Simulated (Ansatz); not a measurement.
Take a crystal in which N has been replaced by P on all its sites, with the cell rescaled by a rough guess (in some cases also distorted within its space group) and nothing relaxed:

```
CELL_PARAMETERS angstrom
0.00000 2.39669 2.39669
2.39669 0.00000 2.39669
2.39669 2.39669 0.00000
ATOMIC_POSITIONS crystal
Ga 0.00000 0.00000 0.00000
P 0.50000 0.50000 0.50000
```

Level of theory: Ansatz 0.2.0, DFT r2SCAN, scalar-relativistic, plane waves, PAW.

Cutoff 500 eV; k points 16×16×16 on the computed 2-atom cell (Γ-centred); Gaussian smearing, width 0.10 eV; no spin polarisation.

(1) Will this cell want to expand or contract, and how hard?

(2) Is it a metal on this mesh?

(3) What is its energy against the elements in their standard states?

Results:

(1) The pressure is 30.0 GPa (positive in compression), so the cell would expand.

(2) Yes, a band crosses the Fermi level.

(3) +0.207 eV/atom at this unrelaxed geometry, with the elements in the same functional.

This rock-salt form isn't the usual stable structure of the compound.